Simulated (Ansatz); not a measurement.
The system is Ir.

```
Ir
1.0
     0.00000    1.91560    1.91560
     1.91560    0.00000    1.91560
     1.91560    1.91560    0.00000
Ir
1
Direct
  0.00000 0.00000 0.00000
```

Base run:

| Property | Result |
| --- | --- |
| Program | Ansatz 0.2.0 |
| Functional | PBEsol |
| Potentials or basis | Ansatz PAW |
| Cutoff | 420 eV |
| Density cutoff | 1680 eV |
| k mesh | 12 × 12 × 12 |
| Occupations | fermi-dirac, width 0.05 eV |
| Spin | no spin polarisation |

Its results: band gap on the k mesh none (metal or under the smearing width); pressure -0.7 GPa.

After a change of settings the same cell gave: band gap on the k mesh none (metal or under the smearing width); pressure 11.2 GPa. Which change was it?
A. functional from PBEsol to PBE
B. functional from PBEsol to revPBE
C. functional from PBEsol to revPBE; hubbard terms from none to Ir d U = 5.3 eV; hubbard projectors from none to ortho-atomic (the default)

A.

PBE binds less tightly than PBEsol, so the same cell stands under more pressure.

Caveats: the PAW data sets come from PBE, with cores solved anew for the run's functional, which leaves a small shift of forces and pressure (some runs).

Not every run made on this cell is shown here.
